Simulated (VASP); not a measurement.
Wanted: the native input for a VASP 6.6.1 run.

```yaml
Task: relaxation of cell and atoms
Functional: PBE
Potentials_or_basis: VASP PAW PBE potentials, release 64 (Si)
Cutoff: 600 eV
k_mesh: 10 × 10 × 10
Occupations: gaussian, width 0.03 eV
Spin: no spin polarisation
Further_INCAR_settings: ALGO = Normal; EDIFF = 1e-06; IBRION = 2; EDIFFG = -0.01; NSW = 90; ISIF = 3
```

The structure of Si lies in POSCAR:

```
Si
1.0
    0.0000000000      2.7135600000      2.7135600000
    2.7135600000      0.0000000000      2.7135600000
    2.7135600000      2.7135600000      0.0000000000
Si
2
Direct
    0.7500000000      0.7500000000      0.7500000000
    0.5000000000      0.5000000000      0.5000000000
```

These files were run (other wordings do the same):

INCAR

```
SYSTEM = Si
  PREC = Accurate
  ENCUT = 600
  EDIFF = 1E-6
  ISMEAR = 0
  SIGMA = 0.03
  LREAL = .FALSE.
  LASPH = .TRUE.
  NELM = 80
  ALGO = Normal
  ISIF = 3
  LWAVE = .FALSE.
  LCHARG = .FALSE.
  GGA = PE
  IBRION = 2
  NSW = 90
  EDIFFG = -0.01
```

KPOINTS

```
regular mesh
0
G
  10 10 10
  0 0 0
```

Potentials or basis: VASP PAW PBE potentials, release 64 (Si).

Launch:

```bash
$ cat potpaw_PBE.64/Si/POTCAR > POTCAR
$ mpirun -np 1 vasp_std > vasp.out
```

Results of the run:

| Item | Value |
| --- | --- |
| Relaxed volume | 20.44 Å³/atom |
| Relaxed cell | a = 3.867 Å, b = 3.867 Å, c = 3.867 Å, α = 60.00°, β = 60.00°, γ = 60.00° |
| Space group after relaxing (to 0.05 Å) | Fd-3m (No. 227) |
| Energy gained by relaxing | 3.0 meV/atom |
| Ionic steps | 3 |
| Pressure after relaxing | 0.0 GPa |
| Band gap on the k mesh | 0.62 eV, indirect (least direct gap 2.56 eV) |

Wall time 38 s on 1 thread of AMD EPYC 7R13 Processor (Zen 3) (shared host), peak memory 0.14 GiB.
